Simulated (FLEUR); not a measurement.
# KCl (Sylvite) under changes of volume

One of the cells (31.151 Å³/atom); the others are scaled copies at fixed shape and fractional positions:

```xyz
2
Lattice="0.0000 3.1465 3.1465 3.1465 0.0000 3.1465 3.1465 3.1465 0.0000" Properties=species:S:1:pos:R:3 pbc="T T T"
K     0.0000    0.0000    0.0000
Cl    3.1465    3.1465    3.1465
```

- Program: FLEUR MaX-R8.1 (later development tree)
- Functional: LDA
- Potentials or basis: all-electron
- Basis: FLAPW
- Kmax: 4.1 1/bohr
- k mesh: 7 × 7 × 7
- Occupations: fermi-dirac, width 0.05 eV
- Spin: no spin polarisation

| volume (Å³/atom) | energy over the lowest point (meV/atom) | gap on the mesh (eV) |
| --- | --- | --- |
| 29.282 | 0.00 | 4.96 |
| 29.905 | 4.47 | 4.88 |
| 31.151 | 17.43 | 4.75 |
| 32.397 | ? | ? |
| 33.020 | 44.59 | 4.56 |

Task: What does the run at 32.397 Å³/atom give?

Result: Energy over the lowest point 34.69 meV/atom; gap on the mesh 4.62 eV.

Worked out: A Birch-Murnaghan fit of order 2 (a polynomial in V^(-2/3)) to the other rows has no minimum within the range. It gives 34.64 meV/atom at 32.397 Å³/atom, against the run's 34.69. A straight line through the other rows of the gap, of slope -3.3 eV per unit of ln V (its deformation potential), gives 4.62 eV, against the run's 4.62.

Energies are extrapolated to zero smearing.

Caveats: an odd mesh through Γ misses points on the zone boundary, where band edges often lie (some runs).
